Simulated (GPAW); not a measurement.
Write an ASE script for GPAW 26.7.0 that does the following.

* Task: relaxation of cell and atoms
* Functional: PBEsol
* Potentials or basis: PAW data sets generated in the run's folder for this functional
* Cutoff: 800 eV
* Basis: pw
* k mesh: 10 × 10 × 8
* Occupations: fermi-dirac, width 0.05 eV
* Spin: no spin polarisation
* Maxiter: 150
* Optimizer: FIRE
* Fmax: 0.01 eV/Å
* Max steps: 60
* Convergence: density=1e-05 forces=0.0001

The structure of MgB2 lies in POSCAR:

```
MgB2
1.0
    3.0850000000      0.0000000000      0.0000000000
   -1.5425000000      2.6716883707      0.0000000000
    0.0000000000      0.0000000000      3.5230000000
Mg B
1 2
Direct
    0.0000000000      0.0000000000      0.0000000000
    0.6666666667      0.3333333333      0.5000000000
    0.3333333333      0.6666666667      0.5000000000
```

These files were run (other wordings do the same):

run.py

```python
from ase.filters import FrechetCellFilter
from ase.io import read, write
from ase.optimize import FIRE
from gpaw import GPAW, PW, setup_paths

setup_paths.insert(0, '.')

atoms = read('POSCAR')

calc = GPAW(mode=PW(800),
            xc='PBEsol',
            kpts={'size': (10, 10, 8), 'gamma': True},
            occupations={'name': 'fermi-dirac', 'width': 0.05},
            nbands=17,
            convergence={'density': 1e-05, 'forces': 0.0001},
            maxiter=150,
            txt='gpaw.txt')
atoms.calc = calc
opt = FIRE(FrechetCellFilter(atoms), trajectory='relax.traj', logfile='-')
done = opt.run(fmax=0.01, steps=60)
calc.write('gs.gpw')
write('result.traj', atoms)
print('Converged:', done)
print('Cell:', atoms.cell.cellpar().round(4))
print('Volume:', round(atoms.get_volume(), 4))
print(atoms.get_scaled_positions().round(5))
```

Potentials or basis: PAW data sets generated in the run's folder for this functional, pw.

The run is started by

```sh
$ gpaw-setup -f PBEsol B Mg
$ OMP_NUM_THREADS=1 python run.py
```

Results of the run:

```
Relaxed volume                         : 9.48 Å³/atom
Relaxed cell                           : a = 3.070 Å, b = 3.070 Å, c = 3.485 Å, α = 90.00°, β = 90.00°, γ = 120.00°
Space group after relaxing (to 0.05 Å) : P6/mmm (No. 191)
Energy gained by relaxing              : 1.8 meV/atom
Ionic steps                            : 20
Pressure after relaxing                : -0.2 GPa
Band gap on the k mesh                 : none (metal or under the smearing width)
```

Caveat: later steps reuse the first step's grids.

Wall time 7.7 min on 1 thread of Intel(R) Xeon(R) Processor @ 2.70GHz, with other jobs on the host, peak memory 0.42 GiB.
